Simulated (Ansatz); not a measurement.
The system is Ge.

```
CELL_PARAMETERS angstrom
1.39715 -2.60052 0.00000
1.39715 2.60052 0.00000
0.00000 0.00000 2.69823
ATOMIC_POSITIONS crystal
Ge 0.50000 0.50000 0.00000
```

This isn't the form of Ge at room conditions, which is diamond.

| Property | Result |
| --- | --- |
| Program | Ansatz 0.2.0 |
| Task | relaxation of cell and atoms |
| Functional | PBEsol |
| Dispersion | D4 |
| Potentials or basis | Ansatz PAW |
| Cutoff | 420 eV (not typed: the program's choice for these potentials) |
| k mesh | 11 × 11 × 10 |
| Occupations | fermi-dirac, width 0.05 eV |
| Spin | no spin polarisation |

At the start: volume 19.61 Å³/atom.

Where does the relaxation end?

It ends after 7 steps and the volume is 17.95 Å³/atom (-8.5 %); space group Cmmm (No. 65, to 0.05 Å).

The path:
```tsv
step	energy change (eV)	largest force (eV/Å)	volume (Å³)
1	0.0000	0.0000	19.61
2	-0.0365	0.0000	17.87
3	-0.0372	0.0000	17.93
4	-0.0374	0.0000	17.95
5	-0.0375	0.0000	17.94
6	-0.0375	0.0000	17.95
7	-0.0371	0.0000	17.95
```

Final structure:
```
Ge
1.0
     1.38624   -2.44432    0.00000
     1.38624    2.44432    0.00000
     0.00000    0.00000    2.64827
Ge
1
Direct
  0.50000 0.50000 0.00000
```

Caveat: the plane-wave basis is chosen anew once the cell has moved, so the energies of steps on either side of that aren't comparable; pairwise dispersion overbinds metals, which lowers pressure and volume; the PAW data sets come from PBE, with cores solved anew for the run's functional, which leaves a small shift of forces and pressure.
